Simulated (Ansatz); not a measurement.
**Structure optimisation: iron, hcp**

Computed with Ansatz 0.2.0, DFT, RPBE, plane waves (420 eV) with PAW, scalar-relativistic. The PAW files were generated under PBE, with cores re-solved for the functional.

k-point mesh 14×14×8, Fermi-Dirac smearing 0.1 eV, no spin polarisation. Cell and atoms relax.

Starting structure:

```
Fe
1.0
     2.55376    0.00000    0.00000
    -1.27688    2.21162    0.00000
     0.00000    0.00000    4.17029
Fe
2
Direct
  0.33333 0.66667 0.25000
  0.66667 0.33333 0.75000
```

Problem. The pressure at the start is -24.5 GPa. By how much does the volume change?

Solution. From 11.78 to 10.43 Å³ per atom, -11.4 %. The final cell has a = 2.479 Å, c = 3.920 Å (c/a = 1.582).

Problem. How much energy does the relaxation gain?

Solution. 124.2 meV per atom.

Path of the relaxation (the plane waves are chosen anew near the end, which can shift the energy a little):

```
step  E − E(final) (meV/atom)  V (Å³/atom)  P (GPa)  max force (eV/Å)
   0                   124.24       11.777   -24.45             0.000
   1                    11.39       10.809    -8.91             0.000
   2                     0.18       10.316     3.00             0.000
   3                    -1.07       10.436    -0.23             0.000
   4                    -1.09       10.427    -0.01             0.000
   5                     0.00       10.427     0.11             0.000
   6                     0.00       10.432     0.00             0.000
   7                     0.00       10.432     0.00             0.000
```

Spin polarisation is off here; a magnetic state may lie lower.
